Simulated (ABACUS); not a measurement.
Crystal: In.

```
In
1.0
    -1.62547    1.62547    2.47370
     1.62547   -1.62547    2.47370
     1.62547    1.62547   -2.47370
In
1
Direct
  0.00000 0.00000 0.00000
```

```yaml
Program: ABACUS 3.10.1
Task: single point
Functional: PBE
Potentials_or_basis: PseudoDojo NC SR 0.4.1 PBE standard
Cutoff: 1361 eV
Density_cutoff: 5442 eV
Basis: DZP LCAO (the cutoffs set its grid)
k_mesh: 11 × 11 × 11
Occupations: fermi-dirac, width 0.05 eV
Spin: no spin polarisation
```

On this cell: pressure 2.9 GPa; band gap on the k mesh none (metal or under the smearing width).

The same run follows on a disturbed copy (cell strained at random at fixed volume):

```xyz
1
Lattice="-1.6430 1.5768 2.4321 1.6580 -1.6318 2.4781 1.6520 1.6408 -2.4682" Properties=species:S:1:pos:R:3 pbc="T T T"
In    0.0192   -0.0186   -0.0129
```

**Question.** What does the disturbed cell give?

**Answer.** The energy (extrapolated to zero smearing) moves by +1.7 meV/atom; pressure 2.9 GPa; band gap on the k mesh none (metal or under the smearing width).

Stress tensor (GPa, compression positive):
```
 2.63  0.00 -0.04
 0.00  3.81  0.31
-0.04  0.31  2.35
```

Caveats: the atomic orbitals were generated for these runs and aren't a published set; the basis of atomic orbitals isn't converged, which shifts pressures, moduli and gaps.
